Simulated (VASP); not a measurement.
Something may be wrong with this VASP 6.6.1 calculation of MnO.

Contents of INCAR:

```
SYSTEM = MnO
PREC = Accurate
ENCUT = 520
EDIFF = 1E-16
ISMEAR = -1
SIGMA = 0.05
LREAL = .FALSE.
LASPH = .TRUE.
NELM = 61
ALGO = Fast
ISIF = 2
LWAVE = .FALSE.
LCHARG = .FALSE.
ISPIN = 2
MAGMOM = 4 0
LORBIT = 11
LMAXMIX = 4
GGA = PE
IBRION = 2
NSW = 30
EDIFFG = -0.005
```

KPOINTS

```
Automatic mesh
0
G
  7 7 7
  0 0 0
```

File POSCAR:

```
MnO
1.0
    0.0000000000      2.2220003300      2.2220003300
    2.1331203168      0.0000000000      2.2220003300
    2.1331203168      2.2220003300      0.0000000000
Mn O
1 1
Direct
    0.0000000000      0.0000000000      0.0000000000
    0.5000000000      0.5000000000      0.5000000000
```

Potentials or basis: VASP PAW PBE potentials, release 64 (Mn_pv, O).

Launch:

```console
$ cat potpaw_PBE.64/Mn_pv/POTCAR potpaw_PBE.64/O/POTCAR > POTCAR
$ mpirun -np 1 vasp_std > vasp.out
```

OUTCAR:

```text
SYSTEM = MnO
   PREC = Accurate
   ENCUT = 520
   EDIFF = 1E-16
   ISMEAR = -1
   LREAL = .FALSE.
   LASPH = .TRUE.
   NELM = 61
   ISIF = 2
   ISPIN = 2
   LORBIT = 11
   GGA = PE
   IBRION = 2
   NSW = 30
   EDIFFG = -0.005

 ion  position               nearest neighbor table
   1  0.000  0.000  0.000-   2 2.13   2 2.13   2 2.22   2 2.22   2 2.22   2 2.22
   2  0.500  0.500  0.500-   1 2.13   1 2.13   1 2.22   1 2.22   1 2.22   1 2.22

  LATTYP: Found a body centered tetragonal cell.
 ALAT       =     3.1423830023
[... 1089 lines left out ...]
  energy-cutoff  :      520.00
  volume of cell :       21.06
      direct lattice vectors                 reciprocal lattice vectors
     0.000000000  2.222000330  2.222000330    -0.234398405  0.225022469  0.225022469
     2.133120317  0.000000000  2.222000330     0.234398405 -0.225022469  0.225022469
     2.133120317  2.222000330  0.000000000     0.234398405  0.225022469 -0.225022469

 POSITION                                       TOTAL-FORCE (eV/Angst)
 -----------------------------------------------------------------------------------
      0.00000      0.00000      0.00000         0.000000     -0.000000     -0.000000
      2.13312      2.22200      2.22200         0.000000      0.000000      0.000000
 -----------------------------------------------------------------------------------
    total drift:                                0.000000     -0.000000     -0.000000

  FREE ENERGIE OF THE ION-ELECTRON SYSTEM (eV)
  ---------------------------------------------------
  free  energy   TOTEN  =       -16.3972039969 eV

  energy  without entropy=      -16.3915750177  energy(sigma->0) =      -16.39438951

 reached required accuracy - stopping structural energy minimisation

 total charge

# of ion       s       p       d       tot
------------------------------------------
    1        0.211   6.191   5.002  11.404
    2        1.563   3.430   0.000   4.992
--------------------------------------------------
tot          1.773   9.621   5.002  16.397

 magnetization (x)

# of ion       s       p       d       tot
------------------------------------------
    1        0.034   0.026   4.176   4.237
    2        0.031   0.162   0.000   0.193
--------------------------------------------------
tot          0.066   0.188   4.176   4.430
```

On the terminal:

```text
POSCAR found type information on POSCAR MnO
[... 120 lines left out ...]
WARNING in EDDRMM: call to ZHEGV failed, returncode =   6  3      7
WARNING in EDDRMM: call to ZHEGV failed, returnc
```

**Question.** What happened, and what is wrong with the input?

**Answer.** The run did not converge. The input holds a flaw that was put in on purpose: threshold below the noise (EDIFF = 1e-16).
